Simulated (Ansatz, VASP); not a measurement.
# GaSb: VASP beside Ansatz

```
Ga Sb
1.0
     0.00000    3.10969    3.10969
     3.10969    0.00000    3.10969
     3.10969    3.10969    0.00000
Ga Sb
1 1
Direct
  0.00000 0.00000 0.00000
  0.25000 0.25000 0.25000
```

Alike in both runs: functional PBE; k mesh 6 × 6 × 6; occupations fermi-dirac, width 0.01 eV; no spin polarisation.

Ansatz relaxed the structure, and its values are those at the end. VASP's run is a single point on that final structure, the one shown.

|  | VASP | Ansatz |
| --- | --- | --- |
| version | VASP 6.6.1 | Ansatz 0.2.0 |
| potentials or method | VASP PAW PBE potentials, release 64 (Ga_d, Sb) | plane waves, PAW |
| plane-wave cutoff (eV) | 520 | 420 |
| valence electrons in the cell | 18 | 28 |

|  | VASP | Ansatz | Ansatz less VASP |
| --- | --- | --- | --- |
| pressure (GPa) | 0.0 | 0.0 | -0.07 |

With one functional, cell and mesh, what is left measures potentials, basis and numerics. The two sets of potentials don't hold the same shells in valence.

Caveats: this crystal is a semiconductor, whose small gap the functional closes, so the metal is an error of the method. Spin-orbit coupling is left out, which matters for the levels of Sb.
